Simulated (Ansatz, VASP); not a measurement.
**Ti in VASP and in Ansatz**

```xyz
1
Lattice="-1.6008 1.6008 1.6008 1.6008 -1.6008 1.6008 1.6008 1.6008 -1.6008" Properties=species:S:1:pos:R:3 pbc="T T T"
Ti    0.0000    0.0000    0.0000
```

Alike in both runs: functional PBEsol; k mesh 18 × 18 × 18; occupations gaussian, width 0.1 eV; no spin polarisation.

Ansatz relaxed the structure, and its values are those at the end. VASP's run is a single point on that final structure, the one shown.

|  | VASP | Ansatz |
| --- | --- | --- |
| version | VASP 6.6.1 | Ansatz 0.2.0 |
| potentials or method | VASP PAW PBE potentials, release 64 (Ti_sv) | scalar-relativistic, plane waves, PAW |
| plane-wave cutoff (eV) | 520 | 420 |
| valence electrons in the cell | 12 | 12 |

|  | VASP | Ansatz | Ansatz less VASP |
| --- | --- | --- | --- |
| gap on the k mesh at the Fermi level (eV) | none | none | - |
| pressure (GPa) | 0.6 | 0.9 | +0.29 |

A gap of «none» marks a metal or a gap that the smearing closes.

Caveats: the PAW data sets were made with another functional, which shifts forces and pressure a little (VASP).
